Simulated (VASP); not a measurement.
# CuI: convergence, self-consistent run

CuI, P4/nmm (no. 129), 4 atoms in the cell. RevPBE; PAW potentials I, Cu (PBE set). VASP 6.6.1.

Wanted: energy within 0.2 meV/atom; levels at the zone centre within 0.003 eV.

What the run is for: comparing ways to start; Accuracy asked: tight.

Levels at the zone centre: counted from the valence top at that point.

POSCAR:
```
CuI
1.0
    4.0901961900      0.0000000000      0.0000000000
    0.0000000000      4.0901961900      0.0000000000
    0.0000000000      0.0000000000      6.5514580400
I Cu
2 2
Direct
    0.0000000000      0.5000000000      0.7430343600
    0.5000000000      0.0000000000      0.2569656400
    0.0000000000      0.0000000000      0.0000000000
    0.5000000000      0.5000000000      0.0000000000
```

## How the run starts (with a second run first, the time holds both)

| How the run starts (with a second run first, the time holds both) | Energy less reference (meV/atom) | Levels at the zone centre, largest deviation (eV) | Time (s) |
|---|---|---|---|
| from scratch: 16 SCF iterations | 0.00 | 0.0000 | 60 |
| density of a coarse mesh (ICHARG 1): 16 + 11 SCF iterations | 0.00 | 0.0002 | 64 |
| orbitals of a lower cutoff (ISTART 1): 16 + 6 SCF iterations | 0.00 | 0.0001 | 63 |
| orbitals of a loose run: 11 + 6 SCF iterations | 0.00 | 0.0003 | 56 |

Chosen: from scratch: 16 SCF iterations; no other choice that stays within half of the tolerance saves 30 % of the time.

The chosen settings are those of the reference run.

Values of the reference run: Levels at the zone centre: 0, 0, 1.737 eV from the valence top at Gamma.

## The input

INCAR:
```
GGA = RE
ISMEAR = 0
SIGMA = 0.03
LWAVE = F
LCHARG = F
ISIF = 2
PREC = Accurate
LASPH = T
LREAL = F
ALGO = Normal
EDIFF = 1E-6
NELM = 120
GGA_COMPAT = F
ENCUT = 400
EFERMI = MIDGAP
```

KPOINTS:
```
k-points
0
Gamma
  6 6 4
```

Commands:
```
cat potpaw_PBE.64/I/POTCAR potpaw_PBE.64/Cu/POTCAR > POTCAR
mpirun -np 1 vasp_std > vasp.out
```

The chosen input took VASP 6.6.1 60 s on 1 core (Intel Xeon Platinum 8259CL @ 2.50GHz (Skylake/Cascade Lake)), a shared host.

## An input that fails: restart asked without its files

VASP's message: ERROR: charge density could not be read from file CHGCAR for ICHARG>10.

Changes against the starting input:
```
- NELM = 120
+ NELM = 60
+ ICHARG = 11
```
